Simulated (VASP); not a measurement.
A run of VASP 6.6.1 is set up as follows.

Contents of INCAR:

```
PREC = Accurate
ENCUT = 520
EDIFF = 1E-6
ISMEAR = 0
SIGMA = 0.02
LREAL = False
LASPH = True
NELM = 100
ALGO = Normal
ISIF = 2
LWAVE = False
LCHARG = False
LMAXMIX = 4
GGA = PS
```

KPOINTS

```
Automatic mesh
0
Gamma
  8 8 6
```

Contents of POSCAR:

```
ZrS2
1.0
    3.6913825498      0.0000000000      0.0000000000
   -1.8456912749      3.1968310632      0.0000000000
    0.0000000000      0.0000000000      6.0410770100
Zr S
1 2
Direct
    0.0000000000      0.0000000000      0.0000000000
    0.3333333333      0.6666666667      0.2379099700
    0.6666666667      0.3333333333      0.7620900300
```

The input KPOINTS_OPT:

```
path GMKGALHA,LM,KH
20
line-mode
reciprocal
 0.0000000000  0.0000000000  0.0000000000  G
 0.5000000000  0.0000000000  0.0000000000  M

 0.5000000000  0.0000000000  0.0000000000  M
 0.3333333333  0.3333333333  0.0000000000  K

 0.3333333333  0.3333333333  0.0000000000  K
 0.0000000000  0.0000000000  0.0000000000  G

 0.0000000000  0.0000000000  0.0000000000  G
 0.0000000000  0.0000000000  0.5000000000  A

 0.0000000000  0.0000000000  0.5000000000  A
 0.5000000000  0.0000000000  0.5000000000  L

 0.5000000000  0.0000000000  0.5000000000  L
 0.3333333333  0.3333333333  0.5000000000  H

 0.3333333333  0.3333333333  0.5000000000  H
 0.0000000000  0.0000000000  0.5000000000  A

 0.5000000000  0.0000000000  0.5000000000  L
 0.5000000000  0.0000000000  0.0000000000  M

 0.3333333333  0.3333333333  0.0000000000  K
 0.3333333333  0.3333333333  0.5000000000  H
```

Potentials or basis: VASP PAW PBE potentials, release 64 (Zr_sv, S).

Launch:

```console
$ cat potpaw_PBE.64/Zr_sv/POTCAR potpaw_PBE.64/S/POTCAR > POTCAR
$ mpirun -np 1 vasp_std > vasp.out
```

Q: Predict the largest force.

A: 0.136 eV/Å.

Q: Predict the band gap on the k mesh.

A: 0.96 eV, indirect (least direct gap 1.59 eV).

Levels at the corners of the path, in eV from the valence-band top:
```
point  band 9  band 10  band 11  band 12  band 13  band 14  band 15  band 16
    Γ   -2.78    -0.08    -0.08    -0.05     1.54     1.54     2.37     5.01
    M   -2.46    -2.39    -1.68    -1.18     1.13     3.21     3.47     5.70
    M   -2.46    -2.39    -1.68    -1.18     1.13     3.21     3.47     5.70
    K   -3.31    -2.00    -2.00    -1.43     2.14     3.15     3.15     4.98
    K   -3.31    -2.00    -2.00    -1.43     2.14     3.15     3.15     4.98
    Γ   -2.78    -0.08    -0.08    -0.05     1.54     1.54     2.37     5.01
    Γ   -2.78    -0.08    -0.08    -0.05     1.54     1.54     2.37     5.01
    A   -2.76    -1.61    -0.18    -0.18     1.51     1.51     2.69     5.30
    A   -2.76    -1.61    -0.18    -0.18     1.51     1.51     2.69     5.30
    L   -2.57    -2.23    -0.98    -0.81     0.96     3.20     3.47     5.30
    L   -2.57    -2.23    -0.98    -0.81     0.96     3.20     3.47     5.30
    H   -3.08    -1.88    -1.76    -1.76     2.24     2.89     2.89     5.51
    H   -3.08    -1.88    -1.76    -1.76     2.24     2.89     2.89     5.51
    A   -2.76    -1.61    -0.18    -0.18     1.51     1.51     2.69     5.30
    L   -2.57    -2.23    -0.98    -0.81     0.96     3.20     3.47     5.30
    M   -2.46    -2.39    -1.68    -1.18     1.13     3.21     3.47     5.69
    K   -3.31    -2.00    -2.00    -1.43     2.14     3.15     3.15     4.98
    H   -3.08    -1.88    -1.76    -1.76     2.24     2.89     2.89     5.51
```

Caveat: the PAW data sets were made with another functional, which shifts forces and pressure a little.

**What was measured.**

“Stress-Tuned Optical Transitions in Layered 1T-MX2 (M= Hf, Zr, Sn; X= S, Se) Crystals”, 2022, arxiv:2210.12074 quotes, for a bulk crystal of ZrS2: band gap 1.68 eV (indirect).

Measured gap of ZrS2: 1.68 eV (indirect; quoted in “Stress-Tuned Optical Transitions in Layered 1T-MX2 (M= Hf, Zr, Sn; X= S, Se) Crystals”, 2022, arxiv:2210.12074). This calculation gives 0.96 eV (-0.72 eV). Spin-orbit coupling on Zr is left out. The value is that of PBEsol, without temperature or zero-point motion. Semilocal functionals fall short of measured gaps as a rule. The cell is a database's relaxed one, not the measured one, which moves gaps too.
